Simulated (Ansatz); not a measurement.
# Gd (R-3m): equation of state

One table from this session's results is given with a row withheld; the runs are named, their logs left out.

Method: DFT r²SCAN, scalar-relativistic, plane waves, PAW, in Ansatz 0.2.0.

### Starting point

It takes space group R-3m (No. 166, trigonal). The conventional cell has a = 3.542 Å, b = 3.542 Å, c = 9.126 Å, α = 90.00°, β = 90.00°, γ = 120.00°. Gd (site symmetry -3m) has 12 Gd at 3.54 to 3.67 Å as nearest neighbours.

As a file:

```
Gd
1.0
    -2.67751   -2.67751    5.18227
    -5.18227   -2.67751    2.67751
    -2.67751   -5.18227    2.67751
Gd
2
Direct
  0.00000 0.00000 0.00000
  0.50000 0.50000 0.50000
```

This cell comes from an earlier session at r²SCAN: 33.054 Å³/atom at 0.01 GPa, on a 14×14×14 mesh. The large moments point both ways and cancel.

Volume factors to run: 0.980, 1.020, 0.960, 1.040.

Set-up of the first run:

Input file input.yaml:

```yaml
crystal:
  lattice:
    - [-2.6595441391, -2.6595441391, 5.1474861358]
    - [-5.1474861358, -2.6595441391, 2.6595441391]
    - [-2.6595441391, -5.1474861358, 2.6595441391]
  atoms:
    - { symbol: Gd, position: [0.0, 0.0, 0.0], spin: 8.28 }
    - { symbol: Gd, position: [0.5, 0.5, 0.5], spin: -8.28 }
basis:
  ecutwfc: 500
  ecutrho_ratio: 4
kpoints:
  mp_grid: { grid: [14, 14, 14] }
hamiltonian:
  xc: r2scan
scf:
  occupations: { method: gaussian, width: 0.05 }
output:
  forces: true
  stress: true
  eigenvalues: true
  populations: true
magnetization:
  spin_polarized: true
relax:
  f_tol: 0.01
  max_steps: 40
  cell: { stress_tol: 0.1, fix: [volume] }
```

Started as:

```sh
ansatz run input.yaml --threads 2 --pin off --max-ram 5120MiB --backend cpu --events-out ev --progress --plain --runs-dir out
```

Steps of the session up to this table: At 0.980 of the relaxed volume; Volume × 1.020; Scaling the volume by 0.960; Scaling the volume by 1.040.

One table of the session follows, with a row left open; its other results are not shown here.

It belongs to the step «Energy and pressure against volume». 

| volume (Å³/atom) | energy (meV/atom) | pressure (GPa) | moment of atom 1 (μB) |
| --- | --- | --- | --- |
| 31.732 | 5.73 | 1.46 | 7.50 |
| 32.393 | ? | ? | ? |
| 33.054 | 0.00 | 0.01 | 7.53 |
| 33.715 | 1.36 | -0.61 | 7.55 |
| 34.377 | 4.85 | -1.09 | 7.58 |

Q: Estimate the row for volume (Å³/atom) = 32.393 from the others.

Worked estimate for «energy (meV/atom)». A straight line through the neighbours (31.732, 5.73) and (33.054, 0.00) gives 5.73 + (0.00 − 5.73) × (32.393 − 31.732) / (33.054 − 31.732) = 2.87; a parabola fitted to 3 rows on both sides gives 1.46.

**Answer.** energy (meV/atom): 1.37; pressure (GPa): 0.70; moment of atom 1 (μB): 7.52. In «energy (meV/atom)» the line misses by +1.50 and the parabola by +0.09.

Limits of these values: Warnings in the runs' records: given moment on shells, stability check not made.
